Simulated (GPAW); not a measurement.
Crystal: Si.

```xyz
1
Lattice="2.6205 0.0000 0.0000 -1.3103 2.2695 0.0000 0.0000 0.0000 2.4664" Properties=species:S:1:pos:R:3 pbc="T T T"
Si    0.0000    0.0000    0.0000
```

This isn't the form of Si at room conditions, which is diamond.

Base run:

```yaml
Program: GPAW 26.7.0
Functional: PBE
Potentials_or_basis: GPAW PAW data sets (gpaw-data 1.2.1)
Cutoff: 600 eV
Basis: pw
k_mesh: 12 × 12 × 11
Occupations: fermi-dirac, width 0.05 eV
Spin: no spin polarisation
```

Its results: pressure 3.6 GPa.

The run is repeated on the same cell with these changes: functional from PBE to r2SCAN; band points from 100 to 80. What comes out?

Pressure 2.4 GPa.

Caveats: the PAW data sets were made with another functional, which shifts forces and pressure a little (some runs).
